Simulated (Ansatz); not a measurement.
Stepwise reaction of diethylzinc with hydrogen, as a gas-phase model of exchange steps in deposition or etching. ΔE in kJ/mol.

Computed with Ansatz on PBE0-D4/def2-TZVP structures; ΔE is electronic, products minus reactants. CBS: MP2 limit from def2 TZ/QZ plus the TZ coupled-cluster correction, frozen cores. This one scheme is used for every species. DFT in def2-TZVPP. B3LYP here is the variant with VWN-RPA as its local correlation; programs differ in this. For Zn outer-core shells are correlated without core-valence functions, which leaves a few kJ/mol of doubt a bond. Scalar relativity is left out up to krypton. One conformer a species, not always the lowest.

```csv
step,reaction,PBE-D4,B3LYP-D4,ωB97M-V,CCSD(T)/CBS
1,`C[CH2][Zn][CH2]C` + H₂ → `C[CH2][ZnH]` + `CC`,-47.7,-55.5,-55.0,-47.7
2,`C[CH2][ZnH]` + H₂ → `[ZnH2]` + `CC`,-46.3,-54.3,-54.3,-47.3
```

By hand: ΔE of the 2 steps together at CCSD(T)/CBS.

(-47.7) + (-47.3) = -95.0 kJ/mol, or -47.5 kJ/mol a step.

In ΔE the steps differ by no more than 0.4 kJ/mol. All are downhill at CCSD(T)/CBS. PBE-D4 differs from CCSD(T)/CBS by 0.0 to 1.0 kJ/mol a step. Isolated molecules leave out the surface, adducts and barriers. Largest T1 diagnostic: 0.016.
